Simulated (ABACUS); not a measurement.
Ag:

```xyz
2
Lattice="2.9300 0.0000 0.0000 -1.4650 2.5375 0.0000 0.0000 0.0000 4.7900" Properties=species:S:1:pos:R:3 pbc="T T T"
Ag    1.4650    0.8458    3.5925
Ag    0.0000    1.6916    1.1975
```

This isn't the form of Ag at room conditions, which is fcc.

| Quantity | Value |
| --- | --- |
| Program | ABACUS 3.10.1 |
| Task | single point |
| Functional | PBE |
| Potentials or basis | PseudoDojo NC SR 0.4.1 PBE standard |
| Cutoff | 1116 eV |
| Density cutoff | 4463 eV |
| Basis | plane waves |
| k mesh | 10 × 10 × 6 |
| Occupations | fermi-dirac, width 0.05 eV |
| Spin | no spin polarisation |

On this cell: pressure 0.4 GPa; largest force under 0.003 eV/Å; band gap on the k mesh none (metal or under the smearing width).

The same run follows on a disturbed copy (atoms moved at random, drawn with an rms of 0.05 Å):

```
Ag
1.0
     2.93000    0.00000    0.00000
    -1.46500    2.53745    0.00000
     0.00000    0.00000    4.79000
Ag
2
Direct
  0.68483 0.35008 0.74689
  0.33791 0.67266 0.25057
```

Problem. What changes?

Solution. The energy (extrapolated to zero smearing) moves by +0.7 meV/atom; pressure 0.5 GPa; largest force 0.099 eV/Å; band gap on the k mesh none (metal or under the smearing width).

Forces in eV/Å, atoms in the order of the input:
```
Ag  -0.023 -0.023  0.094
Ag   0.023  0.023 -0.094
```

Stress tensor (GPa, compression positive):
```
 0.84  0.15 -0.02
 0.15  0.51 -0.02
-0.02 -0.02  0.08
```
